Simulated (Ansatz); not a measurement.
What a trial cell of Ir2O relaxes into

These are results of DFT PBE, scalar-relativistic, plane waves, PAW in Ansatz, not measurements. Cutoff 420 eV, Gaussian smearing, Γ-centred meshes. Cell and atoms relax first on a coarse mesh and then on a finer one. In between, the cell is made exact in the group found at 0.06 Å. In metals the finer mesh still leaves noise of several meV/atom or more. The steps can't lower the symmetry of their start. Collinear spin, starting moments Ir 1.0 (×2) μB; they died out on the coarse mesh, so the last step has no spin.

A trial structure of Ir2O was built thus: random cell by space group and Wyckoff sites (P6/mmm, No. 191). Lengths were set from tabulated atomic sizes, so they are only a guess.

```yaml
crystal:
  lattice:
    - [2.82639, 0.00000, 0.00000]
    - [-1.41319, 2.44772, 0.00000]
    - [0.00000, 0.00000, 5.25047]
  atoms:
    - { symbol: Ir, position: [0.00000, 0.00000, 0.79567] }
    - { symbol: Ir, position: [0.00000, 0.00000, 0.20433] }
    - { symbol: O, position: [0.00000, 0.00000, 0.50000] }
```

Formation energies are uncorrected and refer to the elements' standard structures at the same level (O₂ as a molecule).

Q: Describe the relaxed structure.

A: The symmetry stays P6/mmm (No. 191). The volume per atom grows by 11.6 %, from 12.1 to 13.5 Å³. The shortest distance goes from 1.55 Å (Ir–O) to 1.92 Å (Ir–O). The ratio c/a of the conventional cell changes by a factor of 1.26. The energy falls by about 2.3 eV/atom (the start's value is from the coarse mesh). Conventional cell: a = 2.712 Å, c = 6.367 Å. Around Ir lie 1 O at 1.92 Å, 1 Ir at 2.53 Å and 6 Ir at 2.71 Å; O has 2 Ir at 1.92 Å.

```
Ir O
1.0
     2.71169    0.00000    0.00000
    -1.35584    2.34839    0.00000
     0.00000    0.00000    6.36686
Ir O
2 1
Direct
  0.00000 0.00000 0.80100
  0.00000 0.00000 0.19900
  0.00000 0.00000 0.50000
```

Q: How does it come out in energy, and is it a metal?

A:

- Formation energy: +0.24 eV/atom
- Gap on the 18×18×8 mesh of the 3-atom cell: 0 eV (a metal)

It can't be a ground state, since the elements alone are lower.

The last run used Gaussian smearing of 0.10 eV. These runs have no spin–orbit coupling, which can matter for Ir. Symmetry constrained the relaxation, so the result can be a saddle point.
